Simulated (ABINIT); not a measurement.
Crystal: TaN.

```
Ta N
1.0
     2.93800    0.00000    0.00000
    -1.46900    2.54438    0.00000
     0.00000    0.00000    2.88300
Ta N
1 1
Direct
  0.00000 0.00000 0.50000
  0.66667 0.33333 0.00000
```

Base run:

- Program: ABINIT 10.8.3 (patched build)
- Functional: PBEsol
- Potentials or basis: PseudoDojo NC SR PBEsol v0.4.1 standard
- Cutoff: 980 eV
- k mesh: 8 × 8 × 7
- Occupations: fermi-dirac, width 0.05 eV
- Spin: no spin polarisation

Its results: band gap on the k mesh none (metal or under the smearing width); pressure -5.5 GPa.

Task: The run is repeated on the same cell with these changes: functional from PBEsol to LDA; potentials or basis from PseudoDojo NC SR PBEsol v0.4.1 standard to PseudoDojo NC SR LDA v0.4 stringent; cutoff from 980 eV to 1687 eV; valence electrons from 18 to 32. What comes out?

Result: Band gap on the k mesh none (metal or under the smearing width); pressure -13.5 GPa.

Caveats: the cutoff is short for stress, so the pressure is rough (some runs).
